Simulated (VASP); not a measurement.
Crystal: TaS2.

```
Ta S
1.0
     3.35000    0.00000    0.00000
    -1.67500    2.90119    0.00000
     0.00000    0.00000    5.86000
Ta S
1 2
Direct
  0.00000 0.00000 0.00000
  0.66667 0.33333 0.75000
  0.33333 0.66667 0.25000
```

```yaml
Program: VASP 6.6.1
Task: relaxation of cell and atoms
Functional: PBEsol
Dispersion: D3
Potentials_or_basis: VASP PAW PBE potentials, release 64 (Ta_pv, S)
Cutoff: 600 eV
k_mesh: 9 × 9 × 5
Occupations: fermi-dirac, width 0.05 eV
Spin: no spin polarisation
```

At the start: pressure 3.0 GPa; volume 18.98 Å³/atom.

Task: How do energy, volume and symmetry change on relaxing?

Result: Over 25 steps the energy falls by 30.6 meV/atom and the volume is 17.89 Å³/atom (-5.8 %); space group P-3m1 (No. 164, to 0.05 Å).

The path:
```csv
step,energy change (eV),largest force (eV/Å),pressure (GPa),volume (Å³)
1,0.0000,1.0486,3.04,56.95
2,0.0277,0.7836,-7.99,59.95
3,-0.0425,0.2015,-2.20,58.24
4,-0.0659,0.1053,-0.95,56.91
5,-0.0673,0.0761,-0.56,56.53
6,-0.0711,0.2345,0.53,55.94
7,-0.0716,0.3133,1.09,55.65
8,-0.0732,0.3054,1.01,55.59
9,-0.0776,0.2853,0.81,55.38
10,-0.0839,0.2437,0.43,54.96
11,-0.0854,0.1530,-0.13,54.10
12,-0.0867,0.1959,0.09,54.45
13,-0.0890,0.0845,-0.44,54.44
14,-0.0898,0.0376,-1.02,54.43
15,-0.0913,0.0193,-0.44,54.07
16,-0.0915,0.0101,-0.14,53.89
17,-0.0916,0.0143,-0.01,53.86
18,-0.0916,0.0244,0.04,53.85
19,-0.0917,0.0204,0.00,53.86
20,-0.0917,0.0146,-0.08,53.87
21,-0.0917,0.0165,-0.04,53.83
22,-0.0918,0.0220,0.08,53.72
23,-0.0918,0.0238,0.13,53.69
24,-0.0918,0.0190,0.08,53.68
25,-0.0918,0.0054,0.05,53.66
```

Final structure:
```cif
data_structure
_symmetry_space_group_name_H-M 'P 1'
_symmetry_Int_Tables_number 1
_cell_length_a 3.3011
_cell_length_b 3.3011
_cell_length_c 5.6856
_cell_angle_alpha 90.000
_cell_angle_beta 90.000
_cell_angle_gamma 120.000
_cell_volume 53.66
loop_
_atom_site_label
_atom_site_type_symbol
_atom_site_fract_x
_atom_site_fract_y
_atom_site_fract_z
_atom_site_occupancy
Ta1 Ta 0.00000 0.00000 0.00000 1
S1 S 0.66667 0.33333 0.72847 1
S2 S 0.33333 0.66667 0.27153 1
```

Caveat: the PAW data sets were made with another functional, which shifts forces and pressure a little.
